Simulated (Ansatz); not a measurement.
# Sc3Al: the cost of one run

Method: DFT PBE, scalar-relativistic, plane waves, PAW, in Ansatz 0.2.0.

**1. The system as given**

It takes space group P4/mmm (No. 123, tetragonal). Conventional cell: a = 3.543 Å, b = 3.543 Å, c = 6.808 Å, α = 90.00°, β = 90.00°, γ = 90.00°. Sc (site symmetry 4mm) has 4 Al at 2.91 Å and 5 Sc at 2.96 to 3.16 Å as nearest neighbours. Around Sc (site symmetry 4/mmm) lie 12 Sc at 3.16 to 3.54 Å and 2 Al at 3.40 Å. Al (site symmetry 4/mmm) has 8 Sc at 2.91 Å as nearest neighbours.

Coordinates:

```cif
data_structure
_symmetry_space_group_name_H-M 'P4/mmm'
_symmetry_Int_Tables_number 123
_cell_length_a 3.5432
_cell_length_b 3.5432
_cell_length_c 6.8084
_cell_angle_alpha 90.000
_cell_angle_beta 90.000
_cell_angle_gamma 90.000
_cell_volume 85.47
loop_
_atom_site_label
_atom_site_type_symbol
_atom_site_symmetry_multiplicity
_atom_site_Wyckoff_symbol
_atom_site_fract_x
_atom_site_fract_y
_atom_site_fract_z
_atom_site_occupancy
Sc1 Sc 2 h 0.50000 0.50000 0.71760 1
Sc2 Sc 1 a 0.00000 0.00000 0.00000 1
Al1 Al 1 b 0.00000 0.00000 0.50000 1
```

Recipe of the guess: random cell by space group and Wyckoff sites (P4/mmm, No. 123). Its size is a rough estimate.

**2. The guess as it stands, on a coarse mesh**

Input file input.yaml:

```yaml
crystal:
  lattice:
    - [3.54316415, 0.0, 0.0]
    - [0.0, 3.54316415, 0.0]
    - [0.0, 0.0, 6.80838451]
  atoms:
    - { symbol: Sc, position: [0.5, 0.5, 0.71760231] }
    - { symbol: Sc, position: [0.5, 0.5, 0.28239769] }
    - { symbol: Sc, position: [0.0, 0.0, 0.0] }
    - { symbol: Al, position: [0.0, 0.0, 0.5] }
basis:
  ecutwfc: 420
kpoints:
  mp_grid: { grid: [6, 6, 4] }
hamiltonian:
  xc: pbe
scf:
  occupations: { method: gaussian, width: 0.1 }
  lower_state_search: "off"
output:
  forces: true
  stress: true
  eigenvalues: true
```

Started as:

```
$ ansatz run input.yaml --threads 1 --pin off --max-ram 2560MiB --backend cpu --events-out ev --progress --plain --runs-dir out
```

What time and memory should one allow on 1 thread of Intel Xeon Platinum 8259CL at 2.50GHz (Skylake/Cascade Lake), shared host?

About 3 s, with a peak of 0.41 GiB.
